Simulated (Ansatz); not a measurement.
## LiF (Griceite) under changes of volume

One of the cells (8.169 Å³/atom); the others are scaled copies at fixed shape and fractional positions:

```xyz
2
Lattice="0.0000 2.0140 2.0140 2.0140 0.0000 2.0140 2.0140 2.0140 0.0000" Properties=species:S:1:pos:R:3 pbc="T T T"
F     2.0140    2.0140    2.0140
Li    0.0000    0.0000    0.0000
```

| Item | Value |
| --- | --- |
| Program | Ansatz 0.2.0 |
| Functional | PBEsol |
| Potentials or basis | Ansatz PAW |
| Cutoff | 420 eV (not typed: the program's choice for these potentials) |
| k mesh | 11 × 11 × 11 |
| Occupations | fermi-dirac, width 0.05 eV |
| Spin | no spin polarisation |

| volume (Å³/atom) | energy over the lowest point (meV/atom) | pressure (GPa) | gap on the mesh (eV) |
| --- | --- | --- | --- |
| 7.679 | 3.98 | 3.7 | 9.48 |
| 7.842 | ? | ? | ? |
| 8.006 | 0.00 | 0.4 | 9.10 |
| 8.169 | 0.33 | -1.1 | 8.92 |
| 8.333 | 2.10 | -2.3 | 8.75 |
| 8.496 | 5.04 | -3.5 | 8.58 |
| 8.659 | 9.15 | -4.5 | 8.42 |

**Question.** What does the run at 7.842 Å³/atom give?

**Answer.** Energy over the lowest point 1.14 meV/atom; pressure 2.0 GPa; gap on the mesh 9.28 eV.

Worked out: A Birch-Murnaghan fit of order 3 (a polynomial in V^(-2/3)) to the other rows has its minimum at 8.05 Å³/atom with B0 = V·E''(V) = 71 GPa and B' = 3.8. It gives 1.16 meV/atom at 7.842 Å³/atom, against the run's 1.14, and -dE/dV = 1.9 GPa, against 2.0. A straight line through the other rows of the gap, of slope -8.82 eV per unit of ln V (its deformation potential), gives 9.29 eV, against the run's 9.28.

Energies are extrapolated to zero smearing.

Caveats: odd divisions of the mesh miss points on the zone boundary, where band edges often lie, so the gap on the mesh can be too wide; the PAW data sets come from PBE, with cores solved anew for the run's functional, which leaves a small shift of forces and pressure.

A mesh can miss the band edges.
